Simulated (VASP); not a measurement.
## K: single point with LDA

Crystal: K.

```xyz
4
Lattice="4.5079 0.0000 0.0000 -2.2540 3.9040 0.0000 0.0000 0.0000 14.6923" Properties=species:S:1:pos:R:3 pbc="T T T"
K     2.2540    3.9040   14.6923
K     2.2540    3.9040    7.3461
K     0.0000    2.6026    3.6731
K     2.2540    1.3013   11.0192
```

This isn't the form of K at room conditions, which is bcc.

```json
{
  "Program": "VASP 6.6.1",
  "Task": "single point",
  "Functional": "LDA",
  "Potentials or basis": "VASP PAW LDA potentials, release 64 (K_sv)",
  "Cutoff": "520 eV",
  "k mesh": "9 × 9 × 3",
  "Occupations": "fermi-dirac, width 0.1 eV",
  "Spin": "no spin polarisation",
  "Dipole correction": "no",
  "Further INCAR settings": "ALGO = Fast; EDIFF = 1e-07; NBANDS = 26"
}
```

| Quantity | Value |
| --- | --- |
| Pressure | 0.0 GPa |
| Band gap on the k mesh | none (metal or under the smearing width) |

Stress tensor (GPa, compression positive):
```
-0.05  0.00  0.00
 0.00 -0.05  0.00
 0.00  0.00  0.02
```

Levels at points of the mesh, in eV from the Fermi level:
| k point | band 15 | band 16 | band 17 | band 18 | band 19 | band 20 | band 21 | band 22 |
| --- | --- | --- | --- | --- | --- | --- | --- | --- |
| (0.00, 0.00, 0.00) | -15.42 | -15.42 | -2.37 | -1.57 | -1.57 | 0.26 | 0.66 | 2.78 |

Wall time 2.2 min on 1 thread of Intel(R) Xeon(R) 6975P-C (Granite Rapids), on a shared host, peak memory 0.33 GiB.
